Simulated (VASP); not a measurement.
Output of a VASP run:

### OSZICAR
```
       N       E                     dE             d eps       ncg     rms          rms(c)
DAV:   1     0.178797655460E+03    0.17880E+03   -0.14668E+04  6296   0.501E+02
DAV:   2    -0.281719750562E+02   -0.20697E+03   -0.19830E+03  7208   0.175E+02
DAV:   3    -0.347211797611E+02   -0.65492E+01   -0.64982E+01  7064   0.255E+01
DAV:   4    -0.347482460706E+02   -0.27066E-01   -0.27064E-01  6960   0.178E+00
DAV:   5    -0.347483661423E+02   -0.12007E-03   -0.12007E-03  6904   0.116E-01    0.900E+00
DAV:   6    -0.325820705128E+02    0.21663E+01   -0.20619E+00  6548   0.765E+00    0.288E+00
DAV:   7    -0.325848530135E+02   -0.27825E-02   -0.72372E-02  6812   0.892E-01    0.187E+00
DAV:   8    -0.325998774591E+02   -0.15024E-01   -0.43600E-02  6536   0.929E-01    0.280E-01
DAV:   9    -0.325994415877E+02    0.43587E-03   -0.35083E-04  7200   0.811E-02    0.167E-01
DAV:  10    -0.325996767181E+02   -0.23513E-03   -0.68232E-04  6632   0.990E-02    0.146E-02
DAV:  11    -0.325996832103E+02   -0.64922E-05   -0.89067E-06  7252   0.100E-02    0.118E-02
DAV:  12    -0.325996827602E+02    0.45009E-06   -0.17328E-06  6700   0.622E-03    0.103E-03
DAV:  13    -0.325996827480E+02    0.12190E-07   -0.13391E-07  7024   0.131E-03
   1 F= -.32599683E+02 E0= -.32599683E+02  d E =-.123111E-12
 imaginary and real dielectric function
```

**OUTCAR**
```
------------------------ aborting loop because EDIFF is reached ----------------------------------------
  FORCE on cell =-STRESS in cart. coord.  units (eV):
  Direction    XX          YY          ZZ          XY          YZ          ZX
  --------------------------------------------------------------------------------------
  Total        0.0132136      0.0132136      0.0163932     -0.0000000      0.0000000      0.0000000
  in kB        0.3240336      0.3240336      0.4020055     -0.0000000      0.0000000      0.0000000
  external PRESSURE =       0.3500243 kB  Pullay stress =       0.0000000 kB
  volume of cell :       65.33
      direct lattice vectors                 reciprocal lattice vectors
     4.625100190  0.000000000  0.000000000     0.216211532  0.000000000  0.000000000
     0.000000000  4.625100190  0.000000000     0.000000000  0.216211532  0.000000000
     0.000000000  0.000000000  3.054214027     0.000000000  0.000000000  0.327416478
 POSITION                                       TOTAL-FORCE (eV/Angst)
 -----------------------------------------------------------------------------------
      0.00000      0.00000      0.00000         0.000000      0.000000      0.000000
      2.31255      2.31255      1.52711         0.000000      0.000000      0.000000
      1.40180      1.40180      0.00000         0.007895      0.007895     -0.000000
      3.71435      0.91075      1.52711         0.007895     -0.007895      0.000000
      0.91075      3.71435      1.52711        -0.007895      0.007895     -0.000000
      3.22330      3.22330      0.00000        -0.007895     -0.007895      0.000000
 -----------------------------------------------------------------------------------
    total drift:                                0.000000     -0.000000     -0.000000
  FREE ENERGIE OF THE ION-ELECTRON SYSTEM (eV)
  ---------------------------------------------------
  free  energy   TOTEN  =       -32.5996827480 eV

  energy  without entropy=      -32.5996827480  energy(sigma->0) =      -32.59968275

 plasma frequency squared (from intraband transitions) (eV^2)
  --------------------------------------------------------------------------------------
       0.000       0.000       0.000
       0.000       0.000       0.000
       0.000       0.000       0.000

 plasma frequency squared (from interband transitions, int dw w eps(2)(w)) (eV^2)
  --------------------------------------------------------------------------------------
     376.488       0.000      -0.000       0.000       0.000       0.000
      -0.000      -0.000     376.488       0.000       0.000       0.000
       0.000       0.000       0.000       0.000     380.727       0.000
```
(Selected blocks of OUTCAR.)

POSCAR:
```
MgF2
1
    4.6251001902    -0.0000000000     0.0000000000
    0.0000000000     4.6251001902     0.0000000000
    0.0000000000     0.0000000000     3.0542140270
Mg F
2 4
Direct
  1.0000000000   0.0000000000   1.0000000000
  0.5000000000   0.5000000000   0.5000000000
  0.3030863562   0.3030863562   1.0000000000
  0.8030863562   0.1969136438   0.5000000000
  0.1969136438   0.8030863562   0.5000000000
  0.6969136438   0.6969136438   0.0000000000
```

Q: Write an INCAR and KPOINTS that could have produced this output.

A: This is not unique; one that fits is the input of the run itself, PBEsol GGA, plane waves, VASP's PBE PAW potentials (set 64).

KPOINTS:
```
Automatic mesh
0
Gamma
6 6 9
0 0 0
```

INCAR:
```
ALGO = Normal
CSHIFT = 0.1
EDIFF = 1E-7
ENCUT = 520
GGA = PS
ISMEAR = 0
LASPH = .True.
LCHARG = .False.
LOPTICS = .True.
LREAL = .False.
LWAVE = .False.
NBANDS = 60
NEDOS = 1001
NELM = 100
PREC = Accurate
SIGMA = 0.01
SYSTEM = MgF2
```

POTCAR, in this order: Mg F (PBE.64 set). Program: vasp_std.

The dielectric response may not be converged in the k-mesh; for small gaps it tends to come out too large.

The compound is MgF2 in the rutile structure. It was relaxed first.
